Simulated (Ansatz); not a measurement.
# Os: further runs on the relaxed cell

One table from this session's results is given with a row withheld; the runs are named, their logs left out.

Program: Ansatz 0.2.0. Level of theory: DFT PBEsol, scalar-relativistic, plane waves, PAW. These are calculated values, not measurements.

1 further run of the same task is left out (set aside as unsound or not needed).

## The system as given

The structure is hexagonal, space group P6_3/mmc (No. 194). The conventional cell has a = 2.727 Å, b = 2.727 Å, c = 4.313 Å, α = 90.00°, β = 90.00°, γ = 120.00°. Around Os (site symmetry -6m2) lie 12 Os at 2.67 to 2.73 Å.

Coordinates:

```
Os
1.0
     2.72721    0.00000    0.00000
    -1.36361    2.36184    0.00000
     0.00000    0.00000    4.31324
Os
2
Direct
  0.33333 0.66667 0.25000
  0.66667 0.33333 0.75000
```

This cell was relaxed beforehand with the same method: volume 13.89 Å³/atom, gap on the mesh none (metal).

The first run:

Contents of input.yaml:

```yaml
crystal:
  lattice:
    - [2.7272132493, 0.0, 0.0]
    - [-1.3636066246, 2.3618359554, 0.0]
    - [0.0, 0.0, 4.3132446886]
  atoms:
    - { symbol: Os, position: [0.3333333333, 0.6666666667, 0.25] }
    - { symbol: Os, position: [0.6666666667, 0.3333333333, 0.75] }
basis:
  ecutwfc: 420
kpoints:
  mp_grid: { grid: [18, 18, 10] }
  band_path:
    path:
      - [[0.0, 0.0, 0.0], [0.5, 0.0, 0.0], [0.33333333, 0.33333333, 0.0], [0.0, 0.0, 0.0], [0.0, 0.0, 0.5], [0.5, 0.0, 0.5], [0.33333333, 0.33333333, 0.5], [0.0, 0.0, 0.5]]
      - [[0.5, 0.0, 0.5], [0.5, 0.0, 0.0]]
      - [[0.33333333, 0.33333333, 0.5], [0.33333333, 0.33333333, 0.0]]
    npoints: 14
hamiltonian:
  xc: pbesol
scf:
  occupations: { method: gaussian, width: 0.1 }
  n_extra_bands: 6
output:
  forces: true
  stress: true
  eigenvalues: true
  populations: true
  dos: { projected: true, de: 0.02, nscf_kmesh: { grid: [27, 27, 15] } }
  bader: true
  write_density: true
  write_potential: true
  elf: true
  volumetric_format: npy
```

Run with:

```console
$ ansatz run input.yaml --threads 1 --pin off --max-ram 2560MiB --backend cpu --events-out ev --progress --plain --runs-dir out
```

Steps of the session up to this table: Static run: bands, density of states and charges; Back to the database's cell; Volume × 0.97; Point at V/V0 = 1.03; The cell scaled to 0.94 of its volume; Volume × 1.06; Point at V/V0 = 0.91; The cell scaled to 1.10 of its volume; The cell scaled to 0.88 of its volume.

One table of the session follows, with a row left open; its other results are not shown here.

It belongs to the step «Energy against volume». 

```
volume (Å³/atom)  energy above the lowest point (meV/atom)  pressure (GPa)
          12.224                                     343.5           74.51
          12.641                                     181.3           50.86
          13.058                                      75.7           30.93
          13.475                                         ?               ?
          13.891                                       0.0            0.01
          14.308                                      16.0          -11.88
          14.725                                      60.4          -21.87
          15.280                                     155.9          -32.70
```

Estimate the missing values for volume (Å³/atom) = 13.475.

Worked estimate for «energy above the lowest point (meV/atom)». A straight line through the neighbours (13.058, 75.7) and (13.891, 0.0) gives 75.7 + (0.0 − 75.7) × (13.475 − 13.058) / (13.891 − 13.058) = 37.8; a parabola fitted to 4 rows on both sides gives 17.6.

As computed: energy above the lowest point (meV/atom): 17.8; pressure (GPa): 14.14. In «energy above the lowest point (meV/atom)» the line misses by +20.0 and the parabola by -0.2.
